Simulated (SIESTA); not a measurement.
# SiO2 under changes of volume

One of the cells (13.656 Å³/atom); the others are scaled copies at fixed shape and fractional positions:

```xyz
9
Lattice="5.0611 0.0000 0.0000 -2.5305 4.3830 0.0000 0.0000 0.0000 5.5405" Properties=species:S:1:pos:R:3 pbc="T T T"
Si    2.5305    0.0000    0.0000
Si    1.2653    2.1915    1.8468
Si   -1.2653    2.1915    3.6937
O     1.5838    0.9144    0.9234
O     3.4773    0.9144    4.6171
O     0.0000    1.8288    2.7703
O     0.9467    3.4686    0.9234
O    -0.9467    3.4686    4.6171
O     2.5305    2.5542    2.7703
```

The cell comes from a database or a generator and needn't be the stable form of this composition.

```yaml
Program: SIESTA 5.4.2
Functional: LDA
Potentials_or_basis: PseudoDojo 0.4 standard (LDA files)
Basis: DZP (energy shift 0.003 Ry)
Grid_cutoff: 800 Ry
Energy_shift: 0.003 Ry
k_mesh: 4 × 4 × 4
Occupations: fermi-dirac, width 0.05 eV
Spin: no spin polarisation
```

```csv
volume (Å³/atom),energy over the lowest point (meV/atom),pressure (GPa),gap on the mesh (eV),largest force (eV/Å)
12.837,?,?,?,?
13.110,11.48,7.4,5.93,0.608
13.383,2.45,3.3,5.82,0.433
13.656,0.00,-0.4,5.70,0.271
13.929,3.52,-3.7,5.57,0.122
14.202,12.41,-6.7,5.43,0.015
14.475,26.19,-9.4,5.28,0.141
```

Task: What does the run at 12.837 Å³/atom give?

Result: Energy over the lowest point 27.79 meV/atom; pressure 11.9 GPa; gap on the mesh 6.02 eV; largest force 0.800 eV/Å.

Worked out: A Birch-Murnaghan fit of order 3 (a polynomial in V^(-2/3)) to the other rows has its minimum at 13.63 Å³/atom with B0 = V·E''(V) = 176 GPa and B' = 4.0 at fixed shape and positions, which overstates the stiffness. It gives 27.80 meV/atom at 12.837 Å³/atom, against the run's 27.79, and -dE/dV = 11.9 GPa, against 11.9. A parabola through the other rows of the gap, of slope -4.3 eV per unit of ln V there, extrapolates to 6.03 eV, against the run's 6.02.

Energies are extrapolated to zero smearing.

Caveats: the basis of atomic orbitals isn't converged, which shifts pressures, moduli and gaps.

A mesh can miss the band edges.
